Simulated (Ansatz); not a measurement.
# One structure, 3 elements: TiC3, ZrC3, HfC3

Plane-wave DFT in Ansatz with scalar-relativistic PAW potentials, cutoff 420 eV, Γ-centred meshes chosen by cell and gap, Gaussian smearing with energies taken to zero width. Every cell was relaxed (cell and atoms) in a run of its own, within the symmetry of its start. Functional: PBE.

All members share space group Pm-3n and the same sites; only the element on one set of sites changes (Ti, Zr, Hf). Members needn't be the stable form of their composition. Energies over the elements, where given, are against the elements' standard states in the same functional (H₂, N₂, O₂ and halogens uncorrected, Hg as a solid). The first member:

Space group Pm-3n (No. 223). a = 4.059 Å, b = 4.059 Å, c = 4.059 Å, α = 90.00°, β = 90.00°, γ = 90.00°
| atom | site | symmetry | x | y | z |
| --- | --- | --- | --- | --- | --- |
| Ti | 2a | m-3. | 0.0000 | 0.0000 | 0.0000 |
| C | 6c | -4m.2 | 0.0000 | 0.5000 | 0.2500 |

| compound | V (Å³/atom) | a (Å) | energy over elements (eV/atom) |
| --- | --- | --- | --- |
| TiC3 | 8.36 | 4.059 | 1.982 |
| HfC3 | 9.77 | 4.276 | 1.941 |

Predict the member with Zr.

V (Å³/atom) 9.97, a (Å) 4.304, energy over elements (eV/atom) 1.961. Interpolating linearly in period between Ti and Hf would give 9.07 Å³/atom (9.0 % too small), with 1.962 eV/atom over the elements. Over the whole series the volume has no steady trend down the group (least for Ti); all are metallic on the mesh; none is bound against its elements in this structure, and Hf comes closest. Hf is no larger than Zr here (9.77 against 9.97 Å³/atom), as one expects from the lanthanide contraction and relativistic shrinking of 6s.

Spin-orbit coupling is left out, which matters for the bands of heavy elements.